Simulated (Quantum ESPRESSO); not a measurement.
A run of Quantum ESPRESSO 7.5:

Contents of pw.in:

```
&CONTROL
  calculation = 'scf'
  prefix = 'pwscf'
  outdir = './tmp'
  pseudo_dir = './pseudo'
  tprnfor = .true.
  tstress = .true.
  disk_io = 'low'
/
&SYSTEM
  ibrav = 0
  nat = 1
  ntyp = 1
  ecutwfc = 76
  nbnd = 32
  occupations = 'smearing'
  smearing = 'mv'
  degauss = 0.01999163
  noncolin = .true.
  lspinorb = .true.
/
&ELECTRONS
  conv_thr = 2d-10
  electron_maxstep = 120
  mixing_beta = 0.5
/
ATOMIC_SPECIES
Au   196.9666 Au.upf
CELL_PARAMETERS angstrom
   0.0000000000    2.0350000000    2.0350000000
   2.0350000000    0.0000000000    2.0350000000
   2.0350000000    2.0350000000    0.0000000000
ATOMIC_POSITIONS crystal
Au     0.0000000000    0.0000000000    0.0000000000
K_POINTS automatic
9 9 9 0 0 0
```

Contents of scf2.in:

```
&CONTROL
  calculation = 'scf'
  prefix = 'pwscf'
  outdir = './tmp'
  pseudo_dir = './pseudo'
  tprnfor = .true.
  tstress = .true.
  disk_io = 'low'
/
&SYSTEM
  ibrav = 0
  nat = 1
  ntyp = 1
  ecutwfc = 76
  nbnd = 32
  occupations = 'smearing'
  smearing = 'mv'
  degauss = 0.01999163
  noncolin = .true.
  lspinorb = .true.
/
&ELECTRONS
  conv_thr = 1d-13
  electron_maxstep = 120
  mixing_beta = 0.5
  startingpot = 'file'
  startingwfc = 'file'
/
ATOMIC_SPECIES
Au   196.9666 Au.upf
CELL_PARAMETERS angstrom
   0.0000000000    2.0350000000    2.0350000000
   2.0350000000    0.0000000000    2.0350000000
   2.0350000000    2.0350000000    0.0000000000
ATOMIC_POSITIONS crystal
Au     0.0000000000    0.0000000000    0.0000000000
K_POINTS automatic
9 9 9 0 0 0
```

Contents of ph.in:

```
phonons of Au
&INPUTPH
  prefix = 'pwscf'
  outdir = './tmp'
  tr2_ph = 1d-16
  fildyn = 'dyn'
  niter_ph = 60
  alpha_mix(1) = 0.4
/
0.1767766953 0.7071067812 0.1767766953
```

Potentials or basis: PseudoDojo 0.4 FR PBE standard.

Command:

```console
$ OMP_NUM_THREADS=1 pw.x -in pw.in > pw.out
$ OMP_NUM_THREADS=1 pw.x -in scf2.in > scf2.out
$ OMP_NUM_THREADS=1 ph.x -in ph.in > ph.out
```

Hardware: 1 thread of Arm Neoverse V1, on a shared host.

Q: How long does it take, and how much memory?

A: It took 33 min on 1 thread of Arm Neoverse V1 (shared host), peak memory 0.09 GiB. Counts: scf iterations 11, k pools 1, bands 32, k points 35, g dense 10081.
